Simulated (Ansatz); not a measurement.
# Te2Mo: the cost of one run

Program: Ansatz 0.2.0. Level of theory: DFT PBE+D3(BJ), scalar-relativistic, plane waves, PAW. These are calculated values, not measurements.

5 further runs of the same task are left out: 3 that didn't finish, 2 set aside as unsound or not needed.

## Step 1: Starting point

Symmetry: P6_3/mmc, No. 194, hexagonal system. Conventional cell: a = 3.518 Å, b = 3.518 Å, c = 13.974 Å, α = 90.00°, β = 90.00°, γ = 120.00°. Around Te (site symmetry 3m) lie 3 Mo at 2.72 Å. Mo (site symmetry -6m2) is surrounded by 6 Te at 2.72 Å.

Structure file:

```
CELL_PARAMETERS angstrom
3.51820 0.00000 0.00000
-1.75910 3.04685 0.00000
0.00000 0.00000 13.97360
ATOMIC_POSITIONS crystal
Te 0.33333 0.66667 0.62100
Te 0.66667 0.33333 0.12100
Te 0.33333 0.66667 0.87900
Te 0.66667 0.33333 0.37900
Mo 0.33333 0.66667 0.25000
Mo 0.66667 0.33333 0.75000
```

Source of the structure: the Crystallography Open Database.

## Step 7: The grid

Atoms count from 1 in the order of the input.

The upper layer of a bilayer is slid over the lower one; relaxed at each slide: the heights of all atoms; the origin of the map has Te4 above Te3.

First coordinate, slide of the upper layer along the first cell vector, from Te4 above Te3: 6 values from 0.000 to 0.833, periodic. Second coordinate, slide of the upper layer along the second cell vector, from Te4 above Te3: 6 values from 0.000 to 0.833, periodic.

Relaxed at each point: the heights of all atoms. Points are written as (first, second).

The two vectors of the plane (Å): (3.504, 0.000, 0.000); (-1.752, 3.034, 0.000).

(The set-up runs are not shown.)

## Step 8: The run at (0/6, 0/6) of the map's two axes

File input.yaml:

```yaml
crystal:
  lattice:
    - [3.5038817003, 0.0, 0.0]
    - [-1.7519408501, 3.0344505643, 0.0]
    - [0.0, 0.0, 24.767719909]
  atoms:
    - { symbol: Te, position: [0.3333333333, 0.6666666667, 0.1816881011] }
    - { symbol: Mo, position: [0.6666666667, 0.3333333333, 0.2550468917] }
    - { symbol: Te, position: [0.3333333333, 0.6666666667, 0.3284056823] }
    - { symbol: Te, position: [0.3333333333, 0.6666666667, 0.4790453057] }
    - { symbol: Mo, position: [0.0, 1.0, 0.5524040962] }
    - { symbol: Te, position: [0.3333333333, 0.6666666667, 0.6257628868] }
basis:
  ecutwfc: 420
kpoints:
  mp_grid: { grid: [9, 9, 1] }
hamiltonian:
  xc: pbe
  pseudopotentials: { kind: paw, azcp: { folder: soft_1 } }
  dispersion: d3bj
scf:
  occupations: { method: gaussian, width: 0.05 }
output:
  forces: true
  eigenvalues: true
relax:
  adjacent_minimum: "off"
  f_tol: 0.003
  max_steps: 20
  constraints: [{ site: 0 }, { sites: [1, 2, 3, 4, 5], fix: xy }]
efield:
  axis: 3
  dipole_correction: true
  ramp_width: 0.04
```

Command:

```
$ ansatz run input.yaml --threads 1 --pin off --max-ram 3072MiB --backend cpu --events-out ev --progress --plain --runs-dir out
```

**Question.** How long does this run take on 1 thread of Intel Xeon Platinum 8488C (Sapphire Rapids), shared host, and how much memory does it need?

About 85 s, with a peak of 0.56 GiB.
